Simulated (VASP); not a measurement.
# NaF: relaxation of cell and atoms with r2SCAN+rVV10

NaF:

```xyz
2
Lattice="0.0000 2.3150 2.3150 2.3150 0.0000 2.3150 2.3150 2.3150 0.0000" Properties=species:S:1:pos:R:3 pbc="T T T"
Na    0.0000    0.0000    0.0000
F     2.3150    2.3150    2.3150
```

The cell was built by a generator and needn't be a form met in nature.

```yaml
Program: VASP 6.6.1
Task: relaxation of cell and atoms
Functional: r2SCAN
Dispersion: rVV10
Potentials_or_basis: VASP PAW PBE potentials, release 64 (Na_pv, F)
Cutoff: 600 eV
k_mesh: 10 × 10 × 10
Occupations: gaussian, width 0.02 eV
Spin: no spin polarisation
Further_INCAR_settings: ALGO = Normal; EDIFF = 1e-06; IBRION = 2; EDIFFG = -0.005; NSW = 60; ISIF = 3
```

```yaml
Relaxed_volume: 11.76 Å³/atom
Relaxed_cell: a = 3.216 Å, b = 3.216 Å, c = 3.216 Å, α = 60.00°, β = 60.00°, γ = 60.00°
Space_group_after_relaxing_to_0.05_Å: Fm-3m (No. 225)
Energy_gained_by_relaxing: 6.4 meV/atom
Ionic_steps: 5
Pressure_after_relaxing: 0.0 GPa
Band_gap_on_the_k_mesh: 7.42 eV, direct
```

Step by step:
```
step  energy change (eV)  largest force (eV/Å)  pressure (GPa)  volume (Å³)
   1              0.0000                0.0000           -2.79        24.81
   2             -0.0103                0.0000           -1.24        24.05
   3             -0.0123                0.0000           -0.46        23.71
   4             -0.0114                0.0000            1.19        23.06
   5             -0.0127                0.0000            0.01        23.53
```

Final structure:
```
CELL_PARAMETERS angstrom
0.00000 2.27431 2.27431
2.27431 0.00000 2.27431
2.27431 2.27431 0.00000
ATOMIC_POSITIONS crystal
Na 0.00000 0.00000 0.00000
F 0.50000 0.50000 0.50000
```

Levels at points of the mesh, in eV from the valence-band top:
```tsv
k point	band 4	band 5	band 6	band 7	band 8	band 9	band 10	band 11
(0.00, 0.00, 0.00)	-19.29	0.00	0.00	0.00	7.42	20.12	20.12	20.12
(0.50, 0.00, 0.00)	-18.77	-1.69	-0.30	-0.30	11.91	13.83	21.98	21.99
(0.50, 0.50, 0.00)	-19.35	-1.36	-0.43	-0.43	14.02	14.47	15.37	21.81
```

Run time: 7.1 min on 4 MPI ranks on Intel(R) Xeon(R) Platinum 8175M CPU @ 2.50GHz (Skylake/Cascade Lake) (shared host), peak memory 0.26 GiB a rank.

Caveat: the PAW data sets were made with another functional, which shifts forces and pressure a little. A k mesh can miss the band edges.
